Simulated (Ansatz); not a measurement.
# Indium, bcc under RPBE: from relaxation to bulk modulus, part 2 of 2

Aim: take indium in the bcc structure, relax it, solve it on a dense k-mesh, then scale the cell to 7 volumes from 88 to 112 % of the relaxed one and try a fit of the equation of state. Spin polarisation is left out. The k-meshes are 12×12×12 for the relaxation; 19×19×19 for the dense run; 13×13×13 for the volumes.

Ansatz 0.2.0; DFT, RPBE, plane waves (420 eV) with PAW, scalar-relativistic. Earlier steps stand in the parts before.

## Step 6: At 96 % of the relaxed volume

This is In in the bcc structure; at room conditions it is tetragonal.

Input file input.yaml:

```yaml
crystal:
  lattice:
    - [-1.9133498076, 1.9133498076, 1.9133498076]
    - [1.9133498076, -1.9133498076, 1.9133498076]
    - [1.9133498076, 1.9133498076, -1.9133498076]
  atoms:
    - { symbol: In, position: [0.0, 0.0, 0.0] }
hamiltonian:
  xc: rpbe
  pseudopotentials:
    kind: paw
    azcp:
      In: "pseudopotentials/In.paw.azcp"
basis:
  ecutwfc: 420
  fft_grid_basis: typed
kpoints:
  mp_grid: { grid: [13, 13, 13], shift: [0, 0, 0] }
magnetization:
  spin_polarized: false
scf:
  occupations: { method: fermi_dirac, width: 0.1 }
  lower_state_search: "off"
output:
  stress: true
```

Output (excerpt; [...] marks lines left out):

```text
Warning: RAYON_NUM_THREADS=2 ignored (pool sized by the plan → 2); use --threads N
[...]
Pseudopotentials: kind: paw
Pseudopotential: In, paw, valence charge 13, recommended cutoff 420 eV (normal), <dir>
Functional definition: RPBE
[...]
Crystal: 1 atoms, lattice volume = 28.018 Å³
Basis set: ecut = 420 eV, 555 PW (Γ)
Bands: 11, of which v1, the nominal top of the filled ones, is band 7 counted from 1 (6 counted from 0)
Symmetry: 48 space group operations
Space group: Im-3m (ITA 229), of the structure as read, at distance tolerance 3.0e-5 Å
k-points: 84 of 2197
[...]
SCF iter   1: F=—  HF=-5606.267051 eV  |F-HF|=—  |Δ(HF+E_count)|=         —  Δρ=3.39e-3  dr2=1.62e-3  ethr=1.77e-3  ⟨swp⟩=5.0  Hψ=5380  notcnv=0
[...]
SCF iter   6: F=-5606.266468 eV  HF=-5606.266468 eV  |F-HF|=7.63e-10  |Δ(HF+E_count)|=   4.20e-8  Δρ=2.18e-6  dr2=8.07e-10  ethr=2.10e-10  ⟨swp⟩=1.8  Hψ=2920  notcnv=0
[...]
SCF converged after 6 iterations
Free energy (F): -5606.266468 eV
[...]
E sigma→0 (E₀):  -5606.258266 eV
Entropy (-TS):   -0.016404 eV (-16.404 meV/atom)
Fermi energy:    9.464080 eV
[...]
--- Stress (GPa, compression-positive) ---
        1.197959       0.000000       0.000000
        0.000000       1.197959      -0.000000
       -0.000000      -0.000000       1.197959
  P = ⅓ Tr σ = 1.1980 GPa (11.980 kbar)
```

Run time: 0.75 s. Hardware: 2 threads of an Arm CPU, shared host; peak memory 0.28 GiB.

## Step 7: At 100 % of the relaxed volume

Changes to input.yaml since step 6:

```diff
@@ -2,5 +2,5 @@
   lattice:
-    - [-1.9133498076, 1.9133498076, 1.9133498076]
-    - [1.9133498076, -1.9133498076, 1.9133498076]
-    - [1.9133498076, 1.9133498076, -1.9133498076]
+    - [-1.9395633363, 1.9395633363, 1.9395633363]
+    - [1.9395633363, -1.9395633363, 1.9395633363]
+    - [1.9395633363, 1.9395633363, -1.9395633363]
   atoms:
@@ -25 +25,5 @@
   stress: true
+  write_density: true
+  write_potential: true
+  elf: true
+  volumetric_format: npy
```

Output (excerpt; [...] marks lines left out):

```text
Warning: RAYON_NUM_THREADS=2 ignored (pool sized by the plan → 2); use --threads N
[...]
[... 3 set-up lines as earlier in the session ...]
[...]
Crystal: 1 atoms, lattice volume = 29.186 Å³
Basis set: ecut = 420 eV, 603 PW (Γ)
Bands: 11, of which v1, the nominal top of the filled ones, is band 7 counted from 1 (6 counted from 0)
[... 2 set-up lines as earlier in the session ...]
k-points: 84 of 2197
[...]
SCF iter   1: F=—  HF=-5606.270961 eV  |F-HF|=—  |Δ(HF+E_count)|=         —  Δρ=3.28e-3  dr2=1.61e-3  ethr=1.77e-3  ⟨swp⟩=5.0  Hψ=5375  notcnv=0
[...]
SCF iter   6: F=-5606.270312 eV  HF=-5606.270312 eV  |F-HF|=6.49e-10  |Δ(HF+E_count)|=   4.00e-8  Δρ=2.19e-6  dr2=8.12e-10  ethr=2.46e-10  ⟨swp⟩=5.7  Hψ=4839  notcnv=0
[...]
SCF converged after 6 iterations
Free energy (F): -5606.270312 eV
[...]
E sigma→0 (E₀):  -5606.261615 eV
Entropy (-TS):   -0.017394 eV (-17.394 meV/atom)
Fermi energy:    8.937140 eV
[...]
--- Stress (GPa, compression-positive) ---
       -0.089859       0.000000       0.000000
        0.000000      -0.089859       0.000000
        0.000000       0.000000      -0.089859
  P = ⅓ Tr σ = -0.0899 GPa (-0.899 kbar)
--- Band table (eV; the first three rows and the last of 84) ---
  k-point 0: bands = ["-5.7031", "-5.7031", "-5.7031", "-5.4961", "-5.4961", "0.1284", "18.9719", "18.9719", "18.9719", "21.5440", "21.5440"]
[...]
```

Wall time 1.1 s (2 threads of an Arm CPU, shared host); peak memory 0.29 GiB.

## Step 8: At 104 % of the relaxed volume

Changes to input.yaml since step 7:

```diff
@@ -2,5 +2,5 @@
   lattice:
-    - [-1.9395633363, 1.9395633363, 1.9395633363]
-    - [1.9395633363, -1.9395633363, 1.9395633363]
-    - [1.9395633363, 1.9395633363, -1.9395633363]
+    - [-1.9650868335, 1.9650868335, 1.9650868335]
+    - [1.9650868335, -1.9650868335, 1.9650868335]
+    - [1.9650868335, 1.9650868335, -1.9650868335]
   atoms:
@@ -25,5 +25 @@
   stress: true
-  write_density: true
-  write_potential: true
-  elf: true
-  volumetric_format: npy
```

Output (excerpt; [...] marks lines left out):

```text
Warning: RAYON_NUM_THREADS=2 ignored (pool sized by the plan → 2); use --threads N
[...]
[... 3 set-up lines as earlier in the session ...]
[...]
Crystal: 1 atoms, lattice volume = 30.353 Å³
Basis set: ecut = 420 eV, 603 PW (Γ)
Bands: 11, of which v1, the nominal top of the filled ones, is band 7 counted from 1 (6 counted from 0)
[... 2 set-up lines as earlier in the session ...]
k-points: 84 of 2197
[...]
SCF iter   1: F=—  HF=-5606.266611 eV  |F-HF|=—  |Δ(HF+E_count)|=         —  Δρ=3.17e-3  dr2=1.63e-3  ethr=1.77e-3  ⟨swp⟩=5.1  Hψ=5381  notcnv=0
[...]
SCF iter   6: F=-5606.265866 eV  HF=-5606.265866 eV  |F-HF|=2.06e-10  |Δ(HF+E_count)|=   3.55e-8  Δρ=2.38e-6  dr2=8.85e-10  ethr=3.21e-10  ⟨swp⟩=2.1  Hψ=2892  notcnv=0
[...]
SCF converged after 6 iterations
Free energy (F): -5606.265866 eV
[...]
E sigma→0 (E₀):  -5606.256676 eV
Entropy (-TS):   -0.018380 eV (-18.380 meV/atom)
Fermi energy:    8.454595 eV
[...]
--- Stress (GPa, compression-positive) ---
       -1.088720       0.000000       0.000000
        0.000000      -1.088720      -0.000000
       -0.000000      -0.000000      -1.088720
  P = ⅓ Tr σ = -1.0887 GPa (-10.887 kbar)
```

Run time: 0.8 s. Hardware: 2 threads of an Arm CPU, shared host; peak memory 0.28 GiB.

## Step 9: At 108 % of the relaxed volume

Changes to input.yaml since step 8:

```diff
@@ -2,5 +2,5 @@
   lattice:
-    - [-1.9650868335, 1.9650868335, 1.9650868335]
-    - [1.9650868335, -1.9650868335, 1.9650868335]
-    - [1.9650868335, 1.9650868335, -1.9650868335]
+    - [-1.9899639913, 1.9899639913, 1.9899639913]
+    - [1.9899639913, -1.9899639913, 1.9899639913]
+    - [1.9899639913, 1.9899639913, -1.9899639913]
   atoms:
```

Output (excerpt; [...] marks lines left out):

```text
Warning: RAYON_NUM_THREADS=2 ignored (pool sized by the plan → 2); use --threads N
[...]
[... 3 set-up lines as earlier in the session ...]
[...]
Crystal: 1 atoms, lattice volume = 31.521 Å³
Basis set: ecut = 420 eV, 627 PW (Γ)
Bands: 11, of which v1, the nominal top of the filled ones, is band 7 counted from 1 (6 counted from 0)
[... 1 set-up line as earlier in the session ...]
Space group: Im-3m (ITA 229), of the structure as read, at distance tolerance 3.2e-5 Å
k-points: 84 of 2197
[...]
SCF iter   1: F=—  HF=-5606.255855 eV  |F-HF|=—  |Δ(HF+E_count)|=         —  Δρ=3.07e-3  dr2=1.69e-3  ethr=1.77e-3  ⟨swp⟩=5.1  Hψ=5366  notcnv=0
[...]
SCF iter   6: F=-5606.255002 eV  HF=-5606.255002 eV  |F-HF|=1.03e-10  |Δ(HF+E_count)|=   3.40e-8  Δρ=2.68e-6  dr2=9.86e-10  ethr=4.40e-10  ⟨swp⟩=2.7  Hψ=3284  notcnv=0
[...]
SCF converged after 6 iterations
Free energy (F): -5606.255002 eV
[...]
E sigma→0 (E₀):  -5606.245367 eV
Entropy (-TS):   -0.019269 eV (-19.269 meV/atom)
Fermi energy:    8.010719 eV
[...]
--- Stress (GPa, compression-positive) ---
       -1.862435       0.000000       0.000000
        0.000000      -1.862435       0.000000
       -0.000000      -0.000000      -1.862435
  P = ⅓ Tr σ = -1.8624 GPa (-18.624 kbar)
```

It took 0.8 s on 2 threads of an Arm CPU, shared host; peak memory 0.29 GiB.

## Step 10: At 112 % of the relaxed volume

Changes to input.yaml since step 9:

```diff
@@ -2,5 +2,5 @@
   lattice:
-    - [-1.9899639913, 1.9899639913, 1.9899639913]
-    - [1.9899639913, -1.9899639913, 1.9899639913]
-    - [1.9899639913, 1.9899639913, -1.9899639913]
+    - [-2.0142342368, 2.0142342368, 2.0142342368]
+    - [2.0142342368, -2.0142342368, 2.0142342368]
+    - [2.0142342368, 2.0142342368, -2.0142342368]
   atoms:
```

Output (excerpt; [...] marks lines left out):

```text
Warning: RAYON_NUM_THREADS=2 ignored (pool sized by the plan → 2); use --threads N
[...]
[... 3 set-up lines as earlier in the session ...]
[...]
Crystal: 1 atoms, lattice volume = 32.688 Å³
Basis set: ecut = 420 eV, 627 PW (Γ)
Bands: 11, of which v1, the nominal top of the filled ones, is band 7 counted from 1 (6 counted from 0)
[... 2 set-up lines as earlier in the session ...]
k-points: 84 of 2197
[...]
SCF iter   1: F=—  HF=-5606.240110 eV  |F-HF|=—  |Δ(HF+E_count)|=         —  Δρ=3.01e-3  dr2=1.78e-3  ethr=1.77e-3  ⟨swp⟩=5.0  Hψ=5363  notcnv=0
[...]
SCF iter   6: F=-5606.239164 eV  HF=-5606.239164 eV  |F-HF|=1.16e-10  |Δ(HF+E_count)|=   3.39e-8  Δρ=2.78e-6  dr2=8.84e-10  ethr=4.38e-10  ⟨swp⟩=2.8  Hψ=3326  notcnv=0
[...]
SCF converged after 6 iterations
Free energy (F): -5606.239164 eV
[...]
E sigma→0 (E₀):  -5606.229157 eV
Entropy (-TS):   -0.020015 eV (-20.015 meV/atom)
Fermi energy:    7.600799 eV
[...]
--- Stress (GPa, compression-positive) ---
       -2.460445       0.000000      -0.000000
        0.000000      -2.460445      -0.000000
       -0.000000       0.000000      -2.460445
  P = ⅓ Tr σ = -2.4604 GPa (-24.604 kbar)
```

Run time: 0.82 s. Hardware: 2 threads of an Arm CPU, shared host; peak memory 0.29 GiB.

## Step 11: The equation of state

All volumes keep the relaxed shape and fractional coordinates.

| V (Å³/atom) | E − E₀ (meV/atom) | P from the stress (GPa) | P from the fit (GPa) |
| --- | --- | --- | --- |
| 25.684 | 45.5 | 5.03 | 4.97 |
| 26.851 | 17.5 | 2.86 | 2.80 |
| 28.018 | 3.4 | 1.20 | 1.13 |
| 29.186 | 0.1 | -0.09 | -0.16 |
| 30.353 | 5.0 | -1.09 | -1.15 |
| 31.521 | 16.3 | -1.86 | -1.92 |
| 32.688 | 32.5 | -2.46 | -2.50 |

A third-order Birch-Murnaghan fit gives V₀ = 29.025 Å³/atom, B₀ = 29 GPa and B₀′ = 5.4; it misses no point by more than 0.01 meV/atom.

Fit and stress differ a little: one follows E(σ → 0), the other the smeared free energy.

## Step 12: Results

What follows sums up all 2 parts.

```
                           quantity                         value
     space group (spins left aside)               Im-3m (No. 229)
                  conventional cell                   a = 3.879 Å
                             volume                29.186 Å³/atom
                  shortest distance                       3.359 Å
                    gap on the mesh  none (levels filled in part)
relative to body-centred tetragonal                   +9 meV/atom
                        V₀, B₀, B₀′   29.025 Å³/atom, 29 GPa, 5.4
```

In words: From the guessed start the volume grew by 11.6 % in 5 steps. Against the reference form of indium (body-centred tetragonal, computed apart with the same settings) it stands 9 meV/atom higher. No gap shows: it is a metal or semimetal at this level. B₀ comes out at 29 GPa. The symmetry was held, so the structure may be unstable against distortions that break it.
